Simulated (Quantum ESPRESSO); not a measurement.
# Sb under changes of volume

One of the cells (26.654 Å³/atom); the others are scaled copies at fixed shape and fractional positions:

```
Sb
1.0
     3.35453    0.00000    0.00000
    -1.67727    2.90511    0.00000
     0.00000    0.00000    5.47016
Sb
2
Cartesian
  1.6773 0.9684 4.1026
  0.0000 1.9367 1.3675
```

This isn't the form of Sb at room conditions, which is rhombohedral.

| Property | Result |
| --- | --- |
| Program | Quantum ESPRESSO 7.5 |
| Functional | PBE |
| Potentials or basis | SSSP 1.3 efficiency PBE |
| Cutoff | 748 eV |
| Density cutoff | 5987 eV |
| k mesh | 9 × 9 × 5 |
| Occupations | fermi-dirac, width 0.05 eV |
| Spin | no spin polarisation |

| volume (Å³/atom) | energy over the lowest point (meV/atom) | pressure (GPa) |
| --- | --- | --- |
| 25.055 | ? | ? |
| 25.588 | 22.83 | 4.5 |
| 26.121 | 10.73 | 3.0 |
| 26.654 | 3.28 | 1.6 |
| 27.187 | 0.00 | 0.4 |
| 27.720 | 0.60 | -0.7 |
| 28.253 | 4.82 | -1.8 |

Task: What does the run at 25.055 Å³/atom give?

Result: Energy over the lowest point 40.33 meV/atom; pressure 6.2 GPa.

Worked out: A Birch-Murnaghan fit of order 3 (a polynomial in V^(-2/3)) to the other rows has its minimum at 27.36 Å³/atom with B0 = V·E''(V) = 58 GPa and B' = 3.2 at fixed shape and positions, which overstates the stiffness. It gives 39.88 meV/atom at 25.055 Å³/atom, against the run's 40.33, and -dE/dV = 5.9 GPa, against 6.2.

Energies are extrapolated to zero smearing.
